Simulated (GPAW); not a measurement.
# Ge (Fd-3m) in GPAW: settings compared

Aim: see how the results for Ge move with the level of theory and the settings. Levels: revPBE, C09-vdW, PBE. Tasks: band structure, equation of state, RPA correlation energy.

Everything below comes from runs of GPAW 26.7.0. Logs are shortened: lines on timing, memory, paths and dates and some standing lists are left out, and cuts for length are marked. The log counts tension as positive stress, the text compression.

**Measured values to compare with.**

From “Electronic and optical properties of SixGe1-x-ySny alloys lattice-matched to Ge”, 2021, arxiv:2109.02782, for a bulk crystal of Ge: band gap 0.666 eV (indirect) at 293 K; band gap 0.807 eV (direct) at 300 K.

“Sub-monolayer structures of Ag overlayers on Ge(111): experimental observations and first-principles study”, 2019, arxiv:1908.00180 quotes, for a bulk crystal of Ge: bulk modulus 75.8 GPa.

The results are compared with them further down.

## (1) Starting point

Symmetry: Fd-3m, No. 227, cubic system. Conventional cell: a = 5.658 Å, b = 5.658 Å, c = 5.658 Å, α = 90.00°, β = 90.00°, γ = 90.00°. Ge (site symmetry -43m) has 4 Ge at 2.45 Å as nearest neighbours.

## (2) Band structure, revPBE, spin-orbit coupling, no magnetisation

Contents of run.py:

```python
import numpy as np
from ase.dft.bandgap import bandgap
from ase.io import read, write
from ase.units import GPa
from gpaw import GPAW, PW
from gpaw.spinorbit import soc_eigenstates

atoms = read('Ge.xyz')

calc = GPAW(mode=PW(600),
            xc='revPBE',
            kpts={'size': (8, 8, 8), 'gamma': True},
            occupations={'name': 'fermi-dirac', 'width': 0.05},
            nbands=11,
            convergence={'density': 1e-05, 'energy': 1e-05},
            maxiter=150,
            txt='gpaw.txt')
atoms.calc = calc
energy = atoms.get_potential_energy()
forces = atoms.get_forces()
stress = atoms.get_stress()
calc.write('gs.gpw')
write('result.traj', atoms)
print(f'Energy: {energy:.6f} eV')
print('Forces (eV/A):')
print(forces.round(4))
print('Stress (GPa):', (stress / GPa).round(3))
print('Fermi level:', round(calc.get_fermi_level(), 4), 'eV')
print(f'Gap: {bandgap(calc)[0]:.4f} eV, direct: {bandgap(calc, direct=True)[0]:.4f} eV')

path = atoms.cell.bandpath('GXWKGLUWLK,UX', npoints=60, eps=1e-4)
bs_calc = calc.fixed_density(kpts=path, symmetry='off', nbands=21,
                             convergence={'bands': 'CBM+6.0', 'eigenstates': 1e-6}, txt='bands.txt')
bs = bs_calc.band_structure()
bs.write('bs.json')
print(f'Gap on the path: {bandgap(bs_calc)[0]:.4f} eV')

soc = soc_eigenstates(bs_calc, theta=90, phi=45)
np.savetxt('soc_bands.dat', soc.eigenvalues(), fmt='%.4f')
mesh = soc_eigenstates('gs.gpw', theta=90, phi=45)
np.savetxt('soc_mesh.dat', mesh.eigenvalues(), fmt='%.4f')
print('Fermi level with spin-orbit coupling:', round(mesh.fermi_level, 4), 'eV')
```

Contents of Ge.xyz:

```xyz
2
Lattice="0.0000000000 2.8289100000 2.8289100000 2.8289100000 0.0000000000 2.8289100000 2.8289100000 2.8289100000 0.0000000000" Properties=species:S:1:pos:R:3 pbc="T T T"
Ge     4.2433650000      4.2433650000      4.2433650000
Ge     2.8289100000      2.8289100000      2.8289100000
```

Potentials or basis: the program's PAW data sets (release 1.2.1) made for this functional, pw.

Started as:

```sh
$ OMP_NUM_THREADS=1 python run.py
```

gpaw.txt:

```text
__  _  _
 | _ |_)|_||  |
 |__||  | ||/\| - 26.7.0

Input parameters:
  mode=PW(ecut=600.0),
  convergence={'density': 1e-05, 'energy': 1e-05},
  kpts=MonkhorstPack(size=(8, 8, 8), gamma=True),
  maxiter=150,
  nbands=11,
  occupations=Occupations(name='fermi-dirac', width=0.05),
  xc=XC(name='revPBE')

Diagonalizing LCAO Hamiltonian
Converting LCAO to pw mode

           Ge

       Ge

Atoms  # Å, Bohr magnetons
|   | symbol |        x |        y |        z |    initial magnetic moments |
|---|--------|----------|----------|----------|-----------------------------|
| 0 |     Ge | 4.243365 | 4.243365 | 4.243365 | ( 0.0000,  0.0000,  0.0000) |
| 1 |     Ge | 2.828910 | 2.828910 | 2.828910 | ( 0.0000,  0.0000,  0.0000) |

Unit cell  # Å
| periodic |        x |        y |        z |  lengths |    angles |
|----------|----------|----------|----------|----------|-----------|
|      yes | 0.000000 | 2.828910 | 2.828910 | 4.000683 | 60.000000 |
|      yes | 2.828910 | 0.000000 | 2.828910 | 4.000683 | 60.000000 |
|      yes | 2.828910 | 2.828910 | 0.000000 | 4.000683 | 60.000000 |

Number of symmetries: 24
Symmetry operations  # r_c * U_cc + t_c -> r_c
|    | kind |            matrix            |
|----|------|------------------------------|
|  0 |  E   |  1, 0, 0,  0, 1, 0,  0, 0, 1 |
|  1 |  σ   |  1, 0, 0,  0, 0, 1,  0, 1, 0 |
|  2 |  σ   |  1, 0,-1,  0, 1,-1,  0, 0,-1 |
|  3 |  C3  |  1, 0,-1,  0, 0,-1,  0, 1,-1 |
|  4 |  C3  |  1,-1, 0,  0,-1, 1,  0,-1, 0 |
|  5 |  σ   |  1,-1, 0,  0,-1, 0,  0,-1, 1 |
|  6 |  σ   |  0, 1, 0,  1, 0, 0,  0, 0, 1 |
|  7 |  C3  |  0, 1, 0,  0, 0, 1,  1, 0, 0 |
|  8 |  C2  |  0, 1,-1,  1, 0,-1,  0, 0,-1 |
|  9 |  S4  |  0, 1,-1,  0, 0,-1,  1, 0,-1 |
| 10 |  C3  |  0, 0, 1,  1, 0, 0,  0, 1, 0 |
| 11 |  σ   |  0, 0, 1,  0, 1, 0,  1, 0, 0 |
| 12 |  S4  |  0, 0,-1,  1, 0,-1,  0, 1,-1 |
| 13 |  C3  |  0, 0,-1,  0, 1,-1,  1, 0,-1 |
| 14 |  S4  |  0,-1, 1,  1,-1, 0,  0,-1, 0 |
| 15 |  C2  |  0,-1, 1,  0,-1, 0,  1,-1, 0 |
| 16 |  C3  |  0,-1, 0,  1,-1, 0,  0,-1, 1 |
| 17 |  S4  |  0,-1, 0,  0,-1, 1,  1,-1, 0 |
| 18 |  S4  | -1, 1, 0, -1, 0, 1, -1, 0, 0 |
| 19 |  C3  | -1, 1, 0, -1, 0, 0, -1, 0, 1 |
| 20 |  C3  | -1, 0, 1, -1, 1, 0, -1, 0, 0 |
| 21 |  S4  | -1, 0, 1, -1, 0, 0, -1, 1, 0 |
| 22 |  σ   | -1, 0, 0, -1, 1, 0, -1, 0, 1 |
| 23 |  C2  | -1, 0, 0, -1, 0, 1, -1, 1, 0 |

BZ-sampling:
  Number of BZ points: 512
  Number of IBZ points: 29

  Monkhorst-Pack size: [8, 8, 8]
  Monkhorst-Pack shift: [0.0625, 0.0625, 0.0625]

K-points  # in reciprocal-cell coordinates
|     |                                coordinates |     weight |
|-----|--------------------------------------------|------------|
|   0 | (  0.00000000,   0.00000000,   0.00000000) | 0.00195312 |
|   1 | (  0.12500000,   0.12500000,   0.00000000) | 0.01171875 |
|   2 | (  0.12500000,   0.12500000,   0.12500000) | 0.01562500 |
|   3 | (  0.25000000,   0.12500000,   0.12500000) | 0.02343750 |
|   4 | (  0.25000000,   0.25000000,   0.00000000) | 0.01171875 |
|   5 | (  0.25000000,   0.25000000,   0.12500000) | 0.04687500 |
|   6 | (  0.25000000,   0.25000000,   0.25000000) | 0.01562500 |
|   7 | (  0.37500000,   0.25000000,  -0.37500000) | 0.04687500 |
|   8 | (  0.37500000,   0.25000000,   0.12500000) | 0.04687500 |
|   9 | (  0.37500000,   0.25000000,   0.25000000) | 0.04687500 |
| ... |                                            |            |
|  28 | (  0.50000000,   0.50000000,   0.50000000) | 0.00781250 |

Plane wave coefficients: 1540
Cutoff: 600.0 eV

Spin-components: 1 (collinear spins)
Bands:           11
Projectors:      10
Spin-degeneracy: 2
Datatype:        complex128

Density:
  Valence electrons: 8.0
  Components: 1
  Grid points: [24 24 24]
  Charge: 0.0  # |e|

Potential:
  Grid points: [24 24 24]

species:
  Ge:
    name:    Germanium
    Z:       32.0
    valence: 4
    core:    28
    charge:  0.0  # [|e|]
    compensation charges:
      type: gauss
      rc: 0.32  # [Å]
      lmax: 2
    cutoffs:
      filter: 1.77  # [Å]
      core: 3.42  # [Å]
    projectors
    | kind |    occ | energy [eV] | rcut [Å] |
    |------|--------|-------------|----------|
    |   4s |  2.000 |     -11.662 |    1.005 |
    |   4p |  2.000 |      -3.852 |    1.005 |
    |    s |        |      15.549 |    1.005 |
    |    p |        |      23.359 |    1.005 |
    |    d |        |       0.000 |    1.005 |

    Using partial waves for Ge as LCAO basis

Reference energy: -114204.018887  # eV

eigensolver:
  PPCG
  Converge bands: occupied
  niter=2

density mixing:
  MSR1-Mixer
  Pratt-step length: 0.05
  Maximum mixing coefficient: 0.75
  Old densities: 10
  SVD Regularization: 0.005
  Good broyden scale: 1.0
  Trust region scale: 1.0
  Backstep threshold: 4.0
  History deletion threshold: 6.0
  Fourier metric: weight=20.0, sigma=0.015

occupation numbers:
  Fermi-Dirac:
    width: 0.0500  # eV

poisson solver:
  ecut: 4800.0  # eV

xc functional:
  name: revPBE with 2 nearest neighbor stencil

convergence criteria:
- Maximum integral of absolute [dens]ity change: 1e-05 electrons / valence electron
- Maximum [total energy] change in last 3 cyles: 1e-05 eV / valence electron
- Maximum integral of absolute [eigenst]ate change: 4e-08 eV^2 / valence electron
maximum number of iterations: 150

SCF iterations
|iter     | |      energy | eigst |  dens |
|---------|-|-------------|-------|-------|
|iter:   1| |   -8.411529 | -0.46 |       |
|iter:   2| |   -8.411279 | -2.72 | -0.91 |
|iter:   3| |   -8.400389 | -2.68 | -0.93 |
|iter:   4| |   -8.402177 | -3.50 | -1.52 |
|iter:   5| |   -8.402343 | -5.12 | -2.46 |
|iter:   6| |   -8.402358 | -6.51 | -3.05 |
|iter:   7| |   -8.402358c| -7.79c| -3.78 |
|iter:   8| |   -8.402358c| -8.22c| -4.86 |
|iter:   9| |   -8.402358c| -8.67c| -5.30c|

Converged in 9 steps
Energy contributions relative to reference atoms: (reference = -114204.018887)

Energy contributions:
  Kinetic:          26.203412
  Coulomb:         -23.327142
  Zero:              0.001192
  External:          0.000000
  Xc:              -11.279580
  Entropy:          -0.000480
  Spinorbit:         0.000000
  ----------------------------
  Free energy:      -8.402598
  Extrapolated:     -8.402358

dipole moment: (3.693533, 3.693533, 3.693533)  # |e|*Ang

Fermi level: 6.156
Eigenvalues  # (at kpt = [0.000, 0.000, 0.000])
| band index |      eig [eV] | occ [0-2] |
|------------|---------------|-----------|
|          0 |        -6.678 |     2.000 |
|          1 |         6.058 |     1.754 |
|          2 |         6.058 |     1.754 |
|          3 |         6.058 |     1.754 |
|          4 |         6.226 |     0.395 |
|          5 |         8.620 |     0.000 |
|          6 |         8.620 |     0.000 |
|          7 |         8.620 |     0.000 |
|          8 |        12.650 |     0.000 |
|          9 |        15.414 |     0.000 |
|         10 |        15.415 |     0.000 |

Gap: 0.168 eV
Transition (v -> c):
  (s=0, k=0, n=3, [0.00, 0.00, 0.00]) -> (s=0, k=0, n=4, [0.00, 0.00, 0.00])
No difference between direct/indirect transitions

Forces  # eV/Ang
|       x |        y |        z |
|---------|----------|----------|
| 0.00000 |  0.00000 | -0.00000 |  # Ge   0
| 0.00000 | -0.00000 |  0.00000 |  # Ge   1

Stress tensor  # eV/Ang^3
|         x |         y |         z |
|-----------|-----------|-----------|
| -0.032446 | -0.000000 | -0.000000 |
| -0.000000 | -0.032446 | -0.000000 |
| -0.000000 | -0.000000 | -0.032446 |

# Writing to gs.gpw (mode='')
```

bands.txt:

```text
Diagonalizing LCAO Hamiltonian
Converting LCAO to pw mode
convergence criteria:
- Maximum integral of absolute [eigenst]ate change: 1e-06 eV^2 / valence electron
maximum number of iterations: 150

SCF iterations
|iter     | |      energy | eigst |  dens |
|---------|-|-------------|-------|-------|
|iter:   1| |             | +0.28 |       |
[... 64 lines left out ...]
         [0.41071429, 0.41071429, 0.67857143],
         [0.39285714, 0.39285714, 0.71428571],
         [0.375     , 0.375     , 0.75      ],
         [0.625     , 0.25      , 0.625     ],
         [0.59375   , 0.1875    , 0.59375   ],
         [0.5625    , 0.125     , 0.5625    ],
         [0.53125   , 0.0625    , 0.53125   ],
         [0.5       , 0.        , 0.5       ]])),
  maxiter=150,
  nbands=21,
  occupations=Occupations(name='fermi-dirac', width=0.05),
  symmetry=Symmetry(point_group=False, time_reversal=False),
  xc=XC(name='revPBE')
```

Run time: 13 s. Hardware: 1 thread of Intel Xeon 6975P-C (Granite Rapids), shared host; peak memory 0.23 GiB.

Results:

```yaml
Free_energy: -8.4026 eV
Pressure: 5.2 GPa
Band_gap_on_the_k_mesh: 0.07 eV, direct
Band_gap_along_the_path: 0.07 eV, direct
```

Levels at the corners of the path, in eV from the valence-band top:
```csv
point,band 5,band 6,band 7,band 8,band 9,band 10,band 11,band 12
Γ,0.00,0.00,0.00,0.00,0.07,0.07,2.31,2.31
X,-3.17,-3.17,-3.17,-3.17,0.69,0.69,0.69,0.69
W,-4.04,-4.04,-3.96,-3.96,4.20,4.20,4.34,4.34
K,-4.43,-4.43,-2.74,-2.74,1.10,1.10,4.03,4.03
Γ,0.00,0.00,0.00,0.00,0.07,0.07,2.31,2.31
L,-1.60,-1.60,-1.41,-1.41,0.16,0.16,3.61,3.61
U,-4.43,-4.43,-2.74,-2.74,1.10,1.10,4.03,4.03
W,-4.04,-4.04,-3.96,-3.96,4.20,4.20,4.34,4.34
L,-1.60,-1.60,-1.41,-1.41,0.16,0.16,3.61,3.61
K,-4.43,-4.43,-2.74,-2.74,1.10,1.10,4.03,4.03
U,-4.43,-4.43,-2.74,-2.74,1.10,1.10,4.03,4.03
X,-3.17,-3.17,-3.17,-3.17,0.69,0.69,0.69,0.69
```

Caveat: spin-orbit coupling was added after a scalar SCF, so levels and gaps hold it while energy, forces, pressure and moments don't; this program's spin-orbit splittings come out too wide for heavy elements.

## (3) Equation of state, C09-vdW

Contents of run.py:

```python
from ase.eos import EquationOfState
from ase.io import Trajectory, read
from ase.units import GPa
from gpaw import GPAW, PW

atoms = read('Ge.cif')

traj = Trajectory('eos.traj', 'w')
volumes, energies = [], []
for x in [0.94, 0.96, 0.98, 1.0, 1.02, 1.04, 1.06]:
    a = atoms.copy()
    a.set_cell(atoms.cell * x**(1 / 3), scale_atoms=True)
    calc = GPAW(mode=PW(600),
                xc={'name': 'C09-vdW', 'backend': 'libvdwxc'},
                kpts={'size': (8, 8, 8), 'gamma': True},
                occupations={'name': 'fermi-dirac', 'width': 0.05},
                nbands=11,
                convergence={'density': 1e-05, 'energy': 1e-05},
                maxiter=150,
                txt=f'eos-{x:.2f}.txt')
    a.calc = calc
    energies.append(a.get_potential_energy(force_consistent=True))
    volumes.append(a.get_volume())
    calc.write(f'eos-{x:.2f}.gpw')
    traj.write(a)
    print(f'{x:.2f} {volumes[-1]:10.4f} A^3 {energies[-1]:14.6f} eV', flush=True)

v0, e0, B = EquationOfState(volumes, energies, eos='birchmurnaghan').fit()
print(f'V0 = {v0:.4f} A^3, E0 = {e0:.6f} eV, B0 = {B / GPa:.2f} GPa')
```

Contents of Ge.cif:

```cif
data_Ge
_cell_length_a 4.00068289
_cell_length_b 4.00068289
_cell_length_c 4.00068289
_cell_angle_alpha 60.00000000
_cell_angle_beta 60.00000000
_cell_angle_gamma 60.00000000
_space_group_name_H-M_alt 'P1'
_space_group_name_Hall 'P 1'
_space_group_IT_number 1
loop_
_space_group_symop_operation_xyz
'x,y,z'
loop_
_atom_site_label
_atom_site_type_symbol
_atom_site_symmetry_multiplicity
_atom_site_Wyckoff_symbol
_atom_site_fract_x
_atom_site_fract_y
_atom_site_fract_z
_atom_site_occupancy
Ge1 Ge 1 a 0.7500000000 0.7500000000 0.7500000000 1
Ge2 Ge 1 a 0.5000000000 0.5000000000 0.5000000000 1
```

Potentials or basis: GPAW PAW data sets (gpaw-data 1.2.1), pw.

Started as:

```sh
$ OMP_NUM_THREADS=1 python run.py
```

Wall time 37 s (1 thread of Intel Xeon 6975P-C (Granite Rapids), shared host); peak memory 0.32 GiB.

Results (log left out):

- Equilibrium volume: 23.15 Å³/atom
- Bulk modulus: 65 GPa
- Pressure derivative of the bulk modulus: 5.6

Energy against volume, from the lowest point:
```csv
volume (Å³/atom),energy (meV/atom)
21.281,36.91
21.733,20.23
22.186,8.93
22.639,2.41
23.092,0.00
23.545,1.31
23.997,5.81
```

Caveat: the PAW data sets were made with another functional, which shifts forces and pressure a little.

[end of part 1 of 2]
